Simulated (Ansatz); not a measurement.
**Formation energy and levels of the vacancy V_N in AlN (P6_3mc)**

Aim: at which Fermi levels does V_N in AlN (P6_3mc) change its charge? The model is a cell of 72 host atoms with 1 N taken out.

Method: place-levels on HSE06 runs: charge-transition levels and formation energies with image-charge correction and potential alignment at the atomic sites; PAW set soft_1, in Ansatz 0.2.0.

Most raw output is cut from this account.

### Step 1. The starting structure

The cell holds 71 atoms: 36 Al and 35 N. Its edges and angles: a = 9.341 Å, b = 9.341 Å, c = 9.967 Å, α = 90.0°, β = 90.0°, γ = 120.0°. It derives from AlN (space group P6_3mc). Nearest the centre at fractional (0.556, 0.444, 0.440): Al26 at 1.89 Å, Al57 at 1.89 Å, Al34 at 1.89 Å, Al33 at 1.90 Å, N32 at 3.07 Å, N63 at 3.07 Å, N28 at 3.07 Å, N59 at 3.07 Å.

Structure file:

```xyz
71
Lattice="9.3408 0.0000 0.0000 -4.6704 8.0894 0.0000 0.0000 0.0000 9.9674" Properties=species:S:1:pos:R:3 pbc="T T T"
Al    1.5568    0.8988    2.4870
Al    0.0000    1.7976    4.9789
N     1.5568    0.8988    4.3904
N     0.0000    1.7976    1.8986
Al    1.5568    0.8988    7.4707
Al    0.0000    1.7976    9.9625
N     1.5568    0.8988    9.3741
N     0.0000    1.7976    6.8823
Al    0.0000    3.5953    2.4870
Al   -1.5568    4.4941    4.9789
N     0.0000    3.5953    4.3904
N    -1.5568    4.4941    1.8986
Al    0.0000    3.5953    7.4707
Al   -1.5568    4.4941    9.9625
N     0.0000    3.5953    9.3741
N    -1.5568    4.4941    6.8823
Al   -1.5568    6.2917    2.4870
Al   -3.1136    7.1906    4.9789
N    -1.5568    6.2917    4.3904
N    -3.1136    7.1906    1.8986
Al   -1.5568    6.2917    7.4707
Al   -3.1136    7.1906    9.9625
N    -1.5568    6.2917    9.3741
N    -3.1136    7.1906    6.8823
Al    4.6704    0.8988    2.4870
Al    3.1136    1.7976    4.9789
N     4.6704    0.8988    4.3904
N     3.1136    1.7976    1.8986
Al    4.6704    0.8988    7.4707
Al    3.1136    1.7976    9.9625
N     4.6704    0.8988    9.3741
N     3.1136    1.7976    6.8823
Al    3.1136    3.5953    2.4870
Al    1.5568    4.4941    4.9789
N     1.5568    4.4941    1.8986
Al    3.1136    3.5953    7.4707
Al    1.5568    4.4941    9.9625
N     3.1136    3.5953    9.3741
N     1.5568    4.4941    6.8823
Al    1.5568    6.2917    2.4870
Al    0.0000    7.1906    4.9789
N     1.5568    6.2917    4.3904
N     0.0000    7.1906    1.8986
Al    1.5568    6.2917    7.4707
Al    0.0000    7.1906    9.9625
N     1.5568    6.2917    9.3741
N     0.0000    7.1906    6.8823
Al    7.7840    0.8988    2.4870
Al    6.2272    1.7976    4.9789
N     7.7840    0.8988    4.3904
N     6.2272    1.7976    1.8986
Al    7.7840    0.8988    7.4707
Al    6.2272    1.7976    9.9625
N     7.7840    0.8988    9.3741
N     6.2272    1.7976    6.8823
Al    6.2272    3.5953    2.4870
Al    4.6704    4.4941    4.9789
N     6.2272    3.5953    4.3904
N     4.6704    4.4941    1.8986
Al    6.2272    3.5953    7.4707
Al    4.6704    4.4941    9.9625
N     6.2272    3.5953    9.3741
N     4.6704    4.4941    6.8823
Al    4.6704    6.2917    2.4870
Al    3.1136    7.1906    4.9789
N     4.6704    6.2917    4.3904
N     3.1136    7.1906    1.8986
Al    4.6704    6.2917    7.4707
Al    3.1136    7.1906    9.9625
N     4.6704    6.2917    9.3741
N     3.1136    7.1906    6.8823
```

Screening for the image-charge correction: ε∞ = (4.49, 4.49, 4.72), ε0 = (8.15, 8.15, 9.65), computed on the host (DFPT, PBEsol, on the r2SCAN cell), and a cell off the functional's own equilibrium shifts the ionic part.

The cell's shortest repeat is 9.3 Å.

### Step 2. The runs of each charge state

A transition level is the Fermi level at which two charge states cost the same, so each charge needs its own total energy, at its own relaxed structure.

Random displacements of about 0.04 Å break the site symmetry at the start, so that the relaxation can reach a distorted minimum if there is one. Forces are taken at one point at (¼, ¼, ¼). The cell holds 1 electron fewer than the neutral one, with a uniform background that keeps it neutral on the whole.

One of the inputs; charge, spin and start change from state to state.

qp1.relax/input.yaml reads:

```yaml
crystal:
  lattice:
    - [3.11360731, 3.0e-08, 0.0]
    - [-1.55680368, 2.69646302, 0.0]
    - [0.0, 0.0, 4.98367666]
  atoms:
    - { symbol: Al, position: [0.666667, 0.333333, 0.499034] }
    - { symbol: Al, position: [0.333333, 0.666667, 0.999034] }
    - { symbol: "N", position: [0.666667, 0.333333, 0.880966] }
    - { symbol: "N", position: [0.333333, 0.666667, 0.380966] }
  supercell: [3, 3, 2]
  defects: [{ vacancy: 34 }]
total_charge: 1
basis:
  ecutwfc: 420
  xc_grid: 2
hamiltonian:
  xc: pbesol
  pseudopotentials: { kind: paw, azcp: { folder: soft_1 }, xc_functional: pbe }
kpoints:
  mp_grid: { grid: [1, 1, 1], shift: [0.25, 0.25, 0.25] }
scf:
  occupations: { method: fixed }
  max_iter: 60
output:
  forces: true
  charged_corrections:
    epsilon: [4.49, 4.49, 4.72]
    static_epsilon: [8.15, 8.15, 9.65]
    defect_position: [0.555556, 0.444444, 0.440482]
relax:
  f_tol: 0.02
  max_steps: 60
  random_displacement: { amplitude: 0.04, seed: 8750 }
checkpoint:
  write: "../qp1.relax.run"
  compress: false
  write_wavefunctions: true
  write_every: 100000
```

Run with:

```console
> ansatz run input.yaml --threads 8 --pin off --max-ram 18841MiB --backend cpu --events-out ev --progress --plain --runs-dir out
```

Exact exchange opens the gap and lessens the self-interaction that spreads bound carriers; this run is a single point, since a relaxation would cost many times more.

The run of this state that the levels use, under HSE06:

qp1.hybq/input.yaml reads:

```yaml
crystal:
  checkpoint: "../qp1.relax.run"
  host: checkpoint
total_charge: 1
basis:
  ecutwfc: 420
  xc_grid: 2
hamiltonian:
  xc: hse06
  pseudopotentials: { kind: paw, azcp: { folder: soft_1 } }
kpoints:
  mp_grid: { grid: [1, 1, 1], shift: [0.25, 0.25, 0.25] }
scf:
  occupations: { method: fixed }
  max_iter: 60
output:
  forces: true
  charged_corrections:
    epsilon: [4.49, 4.49, 4.72]
    static_epsilon: [8.15, 8.15, 9.65]
    defect_position: [0.555556, 0.444444, 0.440482]
  eigenvalues: true
checkpoint:
  read: "../qp1.relax.run"
  write: "../qp1.hybq.run"
  compress: false
  write_wavefunctions: false
  write_every: 100000
```

Relaxations under PBEsol at one point at (¼, ¼, ¼); times on 8 threads of Arm Neoverse V2, shared host:

```tsv
charge	moment (μB)	occupations	outcome	steps	largest displacement against the far atoms (Å)	time
0	1	fixed	converged	9	0.11	50 s
+1	0	fixed	converged	6	0.07	17 s
```

Single points under HSE06 at one point at (¼, ¼, ¼); times on 8 threads of Arm Neoverse V2, shared host:

```tsv
charge	moment (μB)	occupations	outcome	time
0	1	fixed	converged	2.8 min
+1	0	fixed	converged	62 s
```

Distances (Å) from the ideal centre to the nearest atoms after relaxation with PBEsol:

```tsv
charge	moment (μB)	1.	2.	3.	4.	5.	6.
0	1	Al 1.83	Al 1.86	Al 1.87	Al 1.89	N 3.01	N 3.01
+1	0	Al 1.93	Al 1.93	Al 1.94	Al 1.98	N 3.05	N 3.05
```

### Step 3. Placing the levels, PBEsol, the zone centre alone

PBEsol is run to see how far the result rests on the functional, though not on the errors that semilocal functionals share; the sampling changes too, to the zone centre alone, so differences hold both changes.

qp1.gamma/input.yaml reads:

```yaml
crystal:
  checkpoint: "../qp1.relax.run"
  host: checkpoint
total_charge: 1
basis:
  ecutwfc: 420
  xc_grid: 2
hamiltonian:
  xc: pbesol
  pseudopotentials: { kind: paw, azcp: { folder: soft_1 }, xc_functional: pbe }
kpoints:
  mp_grid: { grid: [1, 1, 1] }
scf:
  occupations: { method: fixed }
  max_iter: 60
output:
  forces: true
  charged_corrections:
    epsilon: [4.49, 4.49, 4.72]
    static_epsilon: [8.15, 8.15, 9.65]
    defect_position: [0.555556, 0.444444, 0.440482]
  eigenvalues: true
checkpoint:
  read: "../qp1.relax.run"
  write: "../qp1.gamma.run"
  compress: false
  write_wavefunctions: false
  write_every: 100000
```

Elapsed: 2.6 s, on 8 threads of Arm Neoverse V2, shared host; peak memory 0.84 GiB.

levels.gamma.yaml reads:

```yaml
host:
  run: host.gamma.run
states: [q0_M1.gamma.run, qp1.gamma.run]
geometry_from:
  q0_M1.gamma.run: q0_M1.relax.run
  qp1.gamma.run: qp1.relax.run
  host.gamma.run: host.relax.run
chemical_potentials:
  "N":
    energy: -378.476431
    dataset: "<sha256 of the dataset>"
```

Run with:

```console
> ansatz place-levels levels.gamma.yaml -- --threads 8 --pin off --max-ram 18841MiB
```

The job ended after 0.13 s (8 threads).

Under PBEsol the gap is 4.08 eV, (+1/0) 3.48 eV.

### Step 4. Placing the levels, PBEsol, one point at (¼, ¼, ¼)

The energy is taken again at one point at (¼, ¼, ¼), on the same structure.

qp1.quarter/input.yaml, as its differences from qp1.gamma/input.yaml of step 3:

```diff
@@ -11,3 +11,3 @@
 kpoints:
-  mp_grid: { grid: [1, 1, 1] }
+  mp_grid: { grid: [1, 1, 1], shift: [0.25, 0.25, 0.25] }
 scf:
@@ -22,5 +22,7 @@
   eigenvalues: true
+  eigenstates: { localisation: true }
+  populations: true
 checkpoint:
   read: "../qp1.relax.run"
-  write: "../qp1.gamma.run"
+  write: "../qp1.quarter.run"
   compress: false
```

Run time: 3.5 s. Hardware: 8 threads; peak memory 1.1 GiB.

levels.quarter.yaml reads:

```yaml
host:
  run: host.quarter.run
states: [q0_M1.quarter.run, qp1.quarter.run]
geometry_from:
  q0_M1.quarter.run: q0_M1.relax.run
  qp1.quarter.run: qp1.relax.run
  host.quarter.run: host.relax.run
chemical_potentials:
  "N":
    energy: -378.476431
    dataset: "<sha256 of the dataset>"
```

Run with:

```console
> ansatz place-levels levels.quarter.yaml -- --threads 8 --pin off --max-ram 18841MiB
```

Wall time 0.13 s (8 threads).

Under PBEsol the gap is 4.11 eV, (+1/0) 3.23 eV; the stage before (PBEsol, at other k-points) gave a gap of 4.08 eV and levels within 0.26 eV of these.

### Step 5. Levels against the band edges, PBEsol, a 2×2×2 shifted mesh

The energy is taken again at a 2×2×2 shifted mesh, on the same structure.

qp1.mesh/input.yaml, as its differences from qp1.quarter/input.yaml of step 4:

```diff
@@ -11,3 +11,3 @@
 kpoints:
-  mp_grid: { grid: [1, 1, 1], shift: [0.25, 0.25, 0.25] }
+  mp_grid: { grid: [2, 2, 2], shift: [0.5, 0.5, 0.5] }
 scf:
@@ -22,7 +22,5 @@
   eigenvalues: true
-  eigenstates: { localisation: true }
-  populations: true
 checkpoint:
   read: "../qp1.relax.run"
-  write: "../qp1.quarter.run"
+  write: "../qp1.mesh.run"
   compress: false
```

Run time: 16 s. Hardware: 8 threads; peak memory 3.1 GiB; 2.1 min of CPU time.

levels.mesh.yaml reads:

```yaml
host:
  run: host.mesh.run
states: [q0_M1.mesh.run, qp1.mesh.run]
geometry_from:
  q0_M1.mesh.run: q0_M1.relax.run
  qp1.mesh.run: qp1.relax.run
  host.mesh.run: host.relax.run
chemical_potentials:
  "N":
    energy: -378.476431
    dataset: "<sha256 of the dataset>"
```

Run with:

```console
> ansatz place-levels levels.mesh.yaml -- --threads 8 --pin off --max-ram 18841MiB
```

Elapsed: 0.13 s, on 8 threads.

Under PBEsol the gap is 4.10 eV, (+1/0) 3.34 eV; the stage before (PBEsol, at other k-points) gave a gap of 4.11 eV and levels within 0.11 eV of these.

### Step 6. Placing the levels, HSE06, the zone centre alone

qp1.hyb/input.yaml reads:

```yaml
crystal:
  checkpoint: "../qp1.relax.run"
  host: checkpoint
total_charge: 1
basis:
  ecutwfc: 420
  xc_grid: 2
hamiltonian:
  xc: hse06
  pseudopotentials: { kind: paw, azcp: { folder: soft_1 } }
kpoints:
  mp_grid: { grid: [1, 1, 1] }
scf:
  occupations: { method: fixed }
  max_iter: 60
output:
  forces: true
  charged_corrections:
    epsilon: [4.49, 4.49, 4.72]
    static_epsilon: [8.15, 8.15, 9.65]
    defect_position: [0.555556, 0.444444, 0.440482]
  eigenvalues: true
  eigenstates: { localisation: true }
  populations: true
checkpoint:
  read: "../qp1.relax.run"
  write: "../qp1.hyb.run"
  compress: false
  write_wavefunctions: false
  write_every: 100000
```

It took 28 s on 8 threads; peak memory 1.8 GiB; 3.3 min of CPU time.

levels.hyb.yaml reads:

```yaml
host:
  run: host.hyb.run
states: [q0_M1.hyb.run, qp1.hyb.run]
geometry_from:
  q0_M1.hyb.run: q0_M1.relax.run
  qp1.hyb.run: qp1.relax.run
  host.hyb.run: host.relax.run
chemical_potentials:
  "N":
    energy: -383.845817
    dataset: "<sha256 of the dataset>"
```

Run with:

```console
> ansatz place-levels levels.hyb.yaml -- --threads 8 --pin off --max-ram 18841MiB
```

Elapsed: 0.14 s, on 8 threads.

Under HSE06 the gap is 5.55 eV, (+1/0) 4.39 eV; the stage before (PBEsol, at other k-points) gave a gap of 4.10 eV and levels within 1.05 eV of these.

### Step 7. Levels against the band edges, HSE06, one point at (¼, ¼, ¼)

levels.hybq.yaml reads:

```yaml
host:
  run: host.hybq.run
  levels_from: { run: edges.hybq.run }
states: [q0_M1.hybq.run, qp1.hybq.run]
geometry_from:
  q0_M1.hybq.run: q0_M1.relax.run
  qp1.hybq.run: qp1.relax.run
  host.hybq.run: host.relax.run
chemical_potentials:
  "N":
    energy: -383.845817
    dataset: "<sha256 of the dataset>"
```

Run with:

```console
> ansatz place-levels levels.hybq.yaml -- --threads 8 --pin off --max-ram 18841MiB
```

Run time: 0.12 s. Hardware: 8 threads.

The input was rejected at the start.

The program's message: “Error: host: (host) mesh that the exchange of the run that gives the edges (the host's, or that of levels_from where one is named) is summed over does not fold onto the defect's, so that its edges are …”

### Step 8. Placing the levels, HSE06, one point at (¼, ¼, ¼)

A charged cell interacts with its images and the background, and its potential has another zero than the host's. place-levels removes the first by a point-charge model, screened by the static dielectric constant since the ions have relaxed around the charge, and the second by comparing potentials at atoms far from the defect.

The host is a run of the defect-free crystal in the same cutoffs, grids and k-points, so that basis and sampling errors cancel in part in the differences. The host is run in a cell of 36 atoms on a matching mesh. Chemical potentials are energies per atom of N (N2 molecule), run with the same functional and cutoff.

Changes to levels.hybq.yaml since step 7:

```diff
@@ -2,3 +2,2 @@
   run: host.hybq.run
-  levels_from: { run: edges.hybq.run }
 states: [q0_M1.hybq.run, qp1.hybq.run]
```

Elapsed: 3.8 min, on 8 threads.

Under HSE06 the gap is 5.55 eV, (+1/0) 4.15 eV.

Levels between the charges placed, in eV above the valence top:

```tsv
	gap (eV)	(+1/0)
HSE06	5.55	4.15
```

Corrections by state:

```tsv
charge	moment (μB)	image terms and alignment (eV)	band filling (eV)	ε used	over the lowest of its charge, as the program ranks them, band filling apart (eV)
+1	0.0	0.149	-	principal values (8.15, 8.15, 9.65)	0.000
0	1.0	0.000	-	-	0.000
```

From the program's caveats on the states, each cut to its opening words:

- charge +1: how wide its charge is, is not read beside other atoms or cores, and a band state would take no correction
- charge 0 (1 μB): its displacements don't fall off away from the defect: farther atoms stand 0.014 Å off the host's places
- charge 0 (1 μB): flagged: stability check not made

The host's formation energy from the elements is -1.537 eV per atom; it sets how far the chemical potentials can move.

Limit set by the element alone; other compounds of these elements are not counted. Chemical potentials from the elements' reference states: Al 0.00 eV, N -3.07 eV. Formation energy by charge state (Al-rich; gap 5.55 eV):

```tsv
charge	at valence top (eV)	at conduction bottom (eV)	correction included (eV)
+1	-0.89	4.66	0.15
0	3.26	3.26	0.00
```

```json
{"Fermi level (eV)": "0.00", "lowest formation energy (eV)": "-0.89"}
{"Fermi level (eV)": "0.50", "lowest formation energy (eV)": "-0.38"}
{"Fermi level (eV)": "1.01", "lowest formation energy (eV)": "0.12"}
{"Fermi level (eV)": "1.51", "lowest formation energy (eV)": "0.63"}
{"Fermi level (eV)": "2.02", "lowest formation energy (eV)": "1.13"}
{"Fermi level (eV)": "2.52", "lowest formation energy (eV)": "1.63"}
{"Fermi level (eV)": "3.03", "lowest formation energy (eV)": "2.14"}
{"Fermi level (eV)": "3.53", "lowest formation energy (eV)": "2.65"}
{"Fermi level (eV)": "4.04", "lowest formation energy (eV)": "3.15"}
{"Fermi level (eV)": "4.54", "lowest formation energy (eV)": "3.26"}
{"Fermi level (eV)": "5.04", "lowest formation energy (eV)": "3.26"}
{"Fermi level (eV)": "5.55", "lowest formation energy (eV)": "3.26"}
```

Limit set by the element alone; other compounds of these elements are not counted. Chemical potentials from the elements' reference states: N 0.00 eV, Al -3.07 eV. Formation energies (N-rich), with the Fermi level at the valence top and at the conduction bottom (gap 5.55 eV):

```tsv
charge	at valence top (eV)	at conduction bottom (eV)	correction included (eV)
+1	2.19	7.74	0.15
0	6.34	6.34	0.00
```

Fermi level (eV), lowest formation energy (eV) and a bar from the least value:
```
     0.00       2.19 
     0.50       2.69 ####
     1.01       3.20 #######
     1.51       3.70 ###########
     2.02       4.21 ###############
     2.52       4.71 ##################
     3.03       5.22 ######################
     3.53       5.72 ##########################
     4.04       6.22 #############################
     4.54       6.34 ##############################
     5.04       6.34 ##############################
     5.55       6.34 ##############################
```

### Step 9. The ladder

Levels between neighbouring charges, in eV above each run's own valence top:

```tsv
	gap (eV)	(+1/0)	CPU time a state at this stage (restarts are quicker than cold starts)
PBEsol, zone centre alone	4.08	3.48	28 s
PBEsol, (¼, ¼, ¼)	4.11	3.23	46 s
PBEsol, 2×2×2 shifted mesh	4.10	3.34	3.6 min
HSE06 on PBEsol structures, zone centre alone	5.55	4.39	6.2 min
HSE06 on PBEsol structures, (¼, ¼, ¼)	5.55	4.15	14 min
```

### Step 10. Summary of results

```yaml
gap_of_the_host: 5.55 eV (HSE06)
level_plus_1_over_0: 4.15 eV above the valence top
lowest_of_the_charges_placed_just_above_the_valence_top_0p02_ev: +1
lowest_of_the_charges_placed_just_below_the_conduction_bottom_0p02_ev: 0
lowest_formation_energy_at_mid_gap_of_the_charges_run_al_rich: 1.89 eV
lowest_formation_energy_at_mid_gap_of_the_charges_run_n_rich: 4.96 eV
```

Of the charges placed (0 and +1), the lowest changes at 4.15 eV (+1/0) above the valence top, in a gap of 5.55 eV. Charges above +1 and below 0 were not placed, so these runs say nothing of levels that involve them. States placed: +1 at 0 μB; 0 at 1 μB. Other spin states or structures, where not listed, weren't placed. Under HSE06, the change of sampling (the zone centre alone against one point at (¼, ¼, ¼)) moves a level by 0.24 eV, which is the scale of doubt on levels at the coarser sampling. Under PBEsol, the change of sampling (one point at (¼, ¼, ¼) against a 2×2×2 shifted mesh) moves a level by 0.11 eV, which is the scale of doubt on levels at the coarser sampling. Under PBEsol, the change of sampling (the zone centre alone against a 2×2×2 shifted mesh) moves a level by 0.15 eV, which is the scale of doubt on levels at the coarser sampling. Under PBEsol, the change of sampling (the zone centre alone against one point at (¼, ¼, ¼)) moves a level by 0.26 eV, which is the scale of doubt on levels at the coarser sampling. What this leaves open: one k-point off the zone centre stands for the whole zone; where a gas molecule sets a chemical potential or the host's formation energy, its binding is uncorrected; the structures are those of PBEsol; force components of up to 0.20 eV/Å remain in a run at the final settings.

[Logs are printed without paths, hosts, clocks, repeated set-up lines and the standing remarks that a program may print on its own settings, such as how far it seeks lower states.]

[Hosts, paths, dates, database ids (printed as entryN), source tags and the programs' standing remarks are cut or masked in the printed files.]

[Where a table of states has a column of steps, it counts the stored structures, which are thinned; the runs took as many ionic steps or more.]

[A defect's name tells the site on which it was built; relaxed atoms can leave that site.]

[For some hosts the program warned that the k-mesh of the response run may be too coarse for force constants and the static dielectric constant; such warnings are not shown here.]
